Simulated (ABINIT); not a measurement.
# BAs (F-43m) in ABINIT: notebook, part 2 of 2

ABINIT 10.8.3 (patched build). Earlier steps stand in the parts before.

## 3. Band structure, LDA, spin-orbit coupling, no magnetisation

File run.abi:

```
# Datasets: ground state, then fixed potential
ndtset 2

# Pseudopotentials
pp_dirpath "./"
pseudos "As.LDA_PW-JTH.xml, B.LDA_PW-JTH.xml"

# Structure
acell 3.3778490937 3.3778490937 3.3778490937 Angstrom
rprim
     0.0000000000     0.7071067812     0.7071067812
     0.7071067812     0.0000000000     0.7071067812
     0.7071067812     0.7071067812     0.0000000000
ntypat 2
znucl 33 5
natom 2
typat 1 2
xred
     0.7500000000     0.7500000000     0.7500000000
     0.0000000000     0.0000000000     0.0000000000

# Plane-wave basis
ecut 408.170794 eV
pawecutdg 30.0

# Exchange and correlation
ixc 7

# Bands and occupations
occopt 3
tsmear 0.00183747

# Spin
nspinor 2
nspden 1
pawspnorb 1

# SCF cycle
nstep 100

# Output
iomode 3
prtwf 0
prteig 0
prtebands 0
prtden1 1

# Dataset 1
kptopt1 4
ngkpt1 10 10 10
nshiftk1 1
shiftk1 0.0 0.0 0.0
nband1 26
tolvrs1 1.0e-9

# Dataset 2: bands along G-X-W-K-G-L-U-W-L-K
iscf2 -2
getden2 1
nband2 34
nbdbuf2 2
tolwfr2 1.0e-12
kptopt2 -9
ndivsm2 8
prteig2 1
kptbounds2
     0.0000000000     0.0000000000     0.0000000000
     0.5000000000     0.0000000000     0.5000000000
     0.5000000000     0.2500000000     0.7500000000
     0.3750000000     0.3750000000     0.7500000000
     0.0000000000     0.0000000000     0.0000000000
     0.5000000000     0.5000000000     0.5000000000
     0.6250000000     0.2500000000     0.6250000000
     0.5000000000     0.2500000000     0.7500000000
     0.5000000000     0.5000000000     0.5000000000
     0.3750000000     0.3750000000     0.7500000000
```

Potentials or basis: JTH PAW LDA v2.0.

Started as:

```sh
abinit run.abi > log 2>&1
```

run.abo:

```text
.Version 10.8.3 of ABINIT
 DATASET    1 : space group F2 3 (#196); Bravais cF (face-center cubic)
================================================================================
 Values of the parameters that define the memory need for DATASET  1.
     intxc =       0    ionmov =       0      iscf =      17    lmnmax =      18
     lnmax =       6     mgfft =      24  mpssoang =       3    mqgrid =    3001
     natom =       2  nloc_mem =       2    nspden =       1   nspinor =       2
    nsppol =       1      nsym =      12    n1xccc =       1    ntypat =       2
    occopt =       3   xclevel =       1
       mpw =         532          nfft =       13824          nkpt =          95
 PAW method is used; the additional fine FFT grid is defined by:
   mgfftf=        32    nfftf =     32768
================================================================================
================================================================================

 DATASET    2 : space group F2 3 (#196); Bravais cF (face-center cubic)
================================================================================
 Values of the parameters that define the memory need for DATASET  2.
     intxc =       0    ionmov =       0      iscf =      -2    lmnmax =      18
     lnmax =       6     mgfft =      24  mpssoang =       3    mqgrid =    3001
     natom =       2  nloc_mem =       2    nspden =       1   nspinor =       2
    nsppol =       1      nsym =      12    n1xccc =       1    ntypat =       2
    occopt =       3   xclevel =       1
       mpw =         532          nfft =       13824          nkpt =         139
 PAW method is used; the additional fine FFT grid is defined by:
   mgfftf=        32    nfftf =     32768
================================================================================
================================================================================

--------------------------------------------------------------------------------
------------- Echo of variables that govern the present computation ------------
[... 2020 lines left out ...]
    2      0.00000000000000     0.00000000000000     0.00000000000000
 length scales=  6.383209681739  6.383209681739  6.383209681739 bohr
              =  3.377849093700  3.377849093700  3.377849093700 angstroms
 Eigenvalues (hartree) for nkpt= 139  k points:
 kpt#   1, nband= 34, wtk=  1.00000, kpt=  0.0000  0.0000  0.0000 (reduced coord)
  -1.07568   -1.07568   -1.07568   -1.07568   -1.04924   -1.04924   -1.04880   -1.04880
  -1.04880   -1.04880   -0.30852   -0.30852    0.25173    0.25173    0.25965    0.25965
   0.25965    0.25965    0.37142    0.37142    0.37940    0.37940    0.37940    0.37940
   0.42761    0.42761    0.60023    0.60023    0.74479    0.74479    0.74479    0.74479
   0.78328    0.78351
 kpt#   2, nband= 34, wtk=  1.00000, kpt=  0.0217  0.0000  0.0217 (reduced coord)
  -1.07568   -1.07568   -1.07568   -1.07568   -1.04924   -1.04924   -1.04881   -1.04881
  -1.04880   -1.04880   -0.30814   -0.30814    0.24979    0.24979    0.25765    0.25765
   0.25773    0.25773    0.37219    0.37219    0.37961    0.37961    0.38174    0.38174
   0.42971    0.42971    0.60185    0.60185    0.73195    0.73195    0.74522    0.74522
   0.78423    0.78439
 kpt#   3, nband= 34, wtk=  1.00000, kpt=  0.0435  0.0000  0.0435 (reduced coord)
  -1.07568   -1.07568   -1.07567   -1.07567   -1.04924   -1.04924   -1.04881   -1.04881
  -1.04880   -1.04880   -0.30700   -0.30700    0.24432    0.24432    0.25198    0.25198
   0.25239    0.25239    0.37089    0.37089    0.38390    0.38390    0.38833    0.38833
   0.43532    0.43532    0.60662    0.60662    0.70926    0.70926    0.74650    0.74650
[... 803 lines left out ...]
   0.58585    0.58814    0.63988    0.64187    0.74075    0.74122    0.86154    0.86886
   0.93787    0.93907
 kpt# 138, nband= 34, wtk=  1.00000, kpt=  0.3839  0.3839  0.7321 (reduced coord)
  -1.07555   -1.07555   -1.07548   -1.07541   -1.04901   -1.04895   -1.04872   -1.04867
  -1.04861   -1.04856   -0.16084   -0.16081   -0.03738   -0.03487    0.03476    0.03849
   0.13263    0.13273    0.33367    0.33413    0.47299    0.47419    0.58288    0.58350
   0.60129    0.60383    0.63830    0.63984    0.74606    0.74655    0.86362    0.87138
   0.95519    0.95696
 kpt# 139, nband= 34, wtk=  1.00000, kpt=  0.3750  0.3750  0.7500 (reduced coord)
  -1.07555   -1.07555   -1.07547   -1.07541   -1.04902   -1.04895   -1.04872   -1.04866
  -1.04861   -1.04855   -0.15855   -0.15853   -0.03912   -0.03671    0.03622    0.03985
   0.12930    0.12940    0.33023    0.33066    0.45768    0.45899    0.59264    0.59330
   0.61090    0.61358    0.64315    0.64434    0.75512    0.75561    0.86335    0.87132
   0.96551    0.96764

== END DATASET(S) ==============================================================
================================================================================

 -outvars: echo values of variables after computation  --------
            acell      6.3832096817E+00  6.3832096817E+00  6.3832096817E+00 Bohr
           etotal1    -1.1701439775E+02
            fcart1    -9.3212691553E-31  2.7963807466E-30 -9.3212691553E-31
                       9.3212691553E-31 -2.7963807466E-30  9.3212691553E-31
            rprim      0.0000000000E+00  7.0710678120E-01  7.0710678120E-01
                       7.0710678120E-01  0.0000000000E+00  7.0710678120E-01
                       7.0710678120E-01  7.0710678120E-01  0.0000000000E+00
           strten1     1.3775480222E-04  1.3775480222E-04  1.3775480222E-04
                       0.0000000000E+00  0.0000000000E+00  0.0000000000E+00
           xangst      3.5827500000E+00  3.5827500000E+00  3.5827500000E+00
                       0.0000000000E+00  0.0000000000E+00  0.0000000000E+00
             xred      7.5000000000E-01  7.5000000000E-01  7.5000000000E-01
                       0.0000000000E+00  0.0000000000E+00  0.0000000000E+00
 Calculation completed.
```

It took 3 min on 1 thread of Arm Neoverse V1, shared host; peak memory 0.15 GiB.

Results:

- Free energy: -3184.1240 eV
- Pressure: -4.1 GPa
- Band gap on the k mesh: 1.06 eV, indirect (least direct gap 3.04 eV)
- Band gap along the path: 1.06 eV, indirect (least direct gap 3.04 eV)
- Valence electrons inside the program's atomic spheres: As 12.83; B 1.77

Levels at the corners of the path, in eV from the valence-band top:
```csv
point,band 15,band 16,band 17,band 18,band 19,band 20,band 21,band 22
Γ,0.00,0.00,0.00,0.00,3.04,3.04,3.26,3.26
X,-4.21,-4.21,-4.07,-4.07,1.27,1.27,1.36,1.36
W,-5.65,-5.50,-5.27,-5.25,5.12,5.13,5.78,5.78
K,-6.08,-5.98,-3.55,-3.54,1.92,1.93,5.39,5.42
Γ,0.00,0.00,0.00,0.00,3.04,3.04,3.26,3.26
L,-1.96,-1.96,-1.81,-1.81,2.60,2.60,4.65,4.65
U,-6.08,-5.98,-3.55,-3.54,1.92,1.93,5.39,5.42
W,-5.65,-5.50,-5.27,-5.25,5.12,5.13,5.78,5.78
L,-1.96,-1.96,-1.81,-1.81,2.60,2.60,4.65,4.65
K,-6.08,-5.98,-3.55,-3.54,1.92,1.93,5.39,5.42
```

## 4. Band structure, r2SCAN

Edit run.abi of step 3 so:

```diff
@@ -1,10 +1,7 @@
-# Datasets: ground state, then fixed potential
 ndtset 2
 
-# Pseudopotentials
 pp_dirpath "./"
-pseudos "As.LDA_PW-JTH.xml, B.LDA_PW-JTH.xml"
+pseudos "As.hgh, B.hgh"
 
-# Structure
-acell 3.3778490937 3.3778490937 3.3778490937 Angstrom
+acell 6.3832096775 6.3832096775 6.3832096775
 rprim
@@ -21,22 +18,12 @@
 
-# Plane-wave basis
-ecut 408.170794 eV
-pawecutdg 30.0
+ecut 843.552974 eV
 
-# Exchange and correlation
-ixc 7
+ixc -497498
+usekden 1
 
-# Bands and occupations
 occopt 3
-tsmear 0.00183747
+tsmear 0.05 eV
 
-# Spin
-nspinor 2
-nspden 1
-pawspnorb 1
-
-# SCF cycle
 nstep 100
 
-# Output
 iomode 3
@@ -45,6 +32,7 @@
 prtebands 0
+enunit 1
 prtden1 1
+prtkden1 1
 
-# Dataset 1
-kptopt1 4
+kptopt1 1
 ngkpt1 10 10 10
@@ -52,9 +40,9 @@
 shiftk1 0.0 0.0 0.0
-nband1 26
+nband1 8
 tolvrs1 1.0e-9
 
-# Dataset 2: bands along G-X-W-K-G-L-U-W-L-K
 iscf2 -2
 getden2 1
-nband2 34
+getkden2 1
+nband2 12
 nbdbuf2 2
@@ -62,3 +50,3 @@
 kptopt2 -9
-ndivsm2 8
+ndivsm2 6
 prteig2 1
```

Potentials or basis: HGH LDA.

Started as:

```sh
abinit run.abi > log 2>&1
```

run.abo:

```text
.Version 10.8.3 of ABINIT
 DATASET    1 : space group F-4 3 m (#216); Bravais cF (face-center cubic)
================================================================================
 Values of the parameters that define the memory need for DATASET  1.
     intxc =       0    ionmov =       0      iscf =       7    lmnmax =       6
     lnmax =       6     mgfft =      32  mpssoang =       3    mqgrid =    3001
     natom =       2  nloc_mem =       1    nspden =       1   nspinor =       1
    nsppol =       1      nsym =      24    n1xccc =       0    ntypat =       2
    occopt =       3   xclevel =       2
       mpw =        1528          nfft =       32768          nkpt =          47
================================================================================
================================================================================

 DATASET    2 : space group F-4 3 m (#216); Bravais cF (face-center cubic)
================================================================================
 Values of the parameters that define the memory need for DATASET  2.
     intxc =       0    ionmov =       0      iscf =      -2    lmnmax =       6
     lnmax =       6     mgfft =      32  mpssoang =       3    mqgrid =    3001
     natom =       2  nloc_mem =       1    nspden =       1   nspinor =       1
    nsppol =       1      nsym =      24    n1xccc =       0    ntypat =       2
    occopt =       3   xclevel =       2
       mpw =        1540          nfft =       32768          nkpt =         103
================================================================================
[... 1134 lines left out ...]
  -5.47971   -1.52696    2.08487    4.20878   10.26407   14.17531   14.67014   16.23089
  18.99702   21.28426   23.75123   25.38298
 kpt# 100, nband= 12, wtk=  1.00000, kpt=  0.4125  0.4125  0.6750 (reduced coord)
  -5.27856   -1.41885    1.54413    3.99035   10.02920   14.63841   15.32394   15.95174
  18.73255   21.12977   24.41734   25.87426
 kpt# 101, nband= 12, wtk=  1.00000, kpt=  0.4000  0.4000  0.7000 (reduced coord)
  -5.07691   -1.36865    1.15318    3.79290    9.81729   14.38357   15.95588   16.35635
  18.51584   21.09048   24.81925   26.63321
 kpt# 102, nband= 12, wtk=  1.00000, kpt=  0.3875  0.3875  0.7250 (reduced coord)
  -4.90127   -1.40252    0.96998    3.62329    9.63908   13.79854   16.51153   17.03102
  18.38230   21.21081   24.96946   27.47994
 kpt# 103, nband= 12, wtk=  1.00000, kpt=  0.3750  0.3750  0.7500 (reduced coord)
  -4.79262   -1.48253    0.99908    3.48650    9.49903   13.17099   16.93566   17.48937
  18.52797   21.53372   24.95998   28.00689

== END DATASET(S) ==============================================================
================================================================================

 -outvars: echo values of variables after computation  --------
            acell      6.3832096775E+00  6.3832096775E+00  6.3832096775E+00 Bohr
           etotal1    -9.2457070876E+00
            fcart1    -0.0000000000E+00 -0.0000000000E+00 -0.0000000000E+00
                      -0.0000000000E+00 -0.0000000000E+00 -0.0000000000E+00
            rprim      0.0000000000E+00  7.0710678120E-01  7.0710678120E-01
                       7.0710678120E-01  0.0000000000E+00  7.0710678120E-01
                       7.0710678120E-01  7.0710678120E-01  0.0000000000E+00
           strten1     1.7471062971E-04  1.7471062971E-04  1.7471062971E-04
                       0.0000000000E+00  0.0000000000E+00  0.0000000000E+00
           xangst      3.5827499977E+00  3.5827499977E+00  3.5827499977E+00
                       0.0000000000E+00  0.0000000000E+00  0.0000000000E+00
             xred      7.5000000000E-01  7.5000000000E-01  7.5000000000E-01
                       0.0000000000E+00  0.0000000000E+00  0.0000000000E+00
 Calculation completed.
```

Run time: 1.9 min. Hardware: 1 thread of Arm Neoverse V1, shared host; peak memory 0.11 GiB.

Results:

```yaml
Free_energy: -251.5885 eV
Band_gap_on_the_k_mesh: 1.45 eV, indirect (least direct gap 3.47 eV)
Valence_electrons_inside_the_program's_atomic_spheres: As 2.55; B 2.52
```

Levels at the corners of the path, in eV from the valence-band top:
| point | band 1 | band 2 | band 3 | band 4 | band 5 | band 6 | band 7 | band 8 | band 9 |
| --- | --- | --- | --- | --- | --- | --- | --- | --- | --- |
| Γ | -16.20 | 0.00 | 0.00 | 0.00 | 3.47 | 3.47 | 3.47 | 4.92 | 10.56 |
| X | -11.87 | -8.99 | -4.26 | -4.26 | 1.73 | 1.76 | 12.08 | 12.08 | 13.89 |
| W | -11.72 | -8.55 | -5.66 | -5.36 | 5.82 | 6.43 | 7.30 | 7.42 | 13.17 |
| K | -11.92 | -8.61 | -6.13 | -3.65 | 2.37 | 6.04 | 9.80 | 10.36 | 11.40 |
| Γ | -16.20 | 0.00 | 0.00 | 0.00 | 3.47 | 3.47 | 3.47 | 4.92 | 10.56 |
| L | -13.25 | -9.17 | -1.92 | -1.92 | 2.90 | 5.13 | 5.13 | 9.77 | 13.72 |
| U | -11.92 | -8.61 | -6.13 | -3.65 | 2.37 | 6.04 | 9.80 | 10.36 | 11.40 |
| W | -11.72 | -8.55 | -5.66 | -5.36 | 5.82 | 6.43 | 7.30 | 7.42 | 13.17 |
| L | -13.25 | -9.17 | -1.92 | -1.92 | 2.90 | 5.13 | 5.13 | 9.77 | 13.72 |
| K | -11.92 | -8.61 | -6.13 | -3.65 | 2.37 | 6.04 | 9.80 | 10.36 | 11.40 |

Caveat: the cutoff is too short for stress, so the log's stress isn't used; the potentials were made for another functional, which shifts forces and pressure; HGH potentials are hard and often keep d shells in the core, so these values are rough. r2SCAN opens gaps a little over a GGA but as a rule still falls short of measured ones.

## 5. Comparison with measurements

Step 2. Against the measured bulk modulus of BAs, 148 GPa (quoted in “Basic Physical Properties of Cubic Boron Arsenide”, 2019, arxiv:1911.11281), the calculated 129 GPa is off by -12.6 %. The fit is for a static lattice scaled at fixed shape and fixed fractional positions.
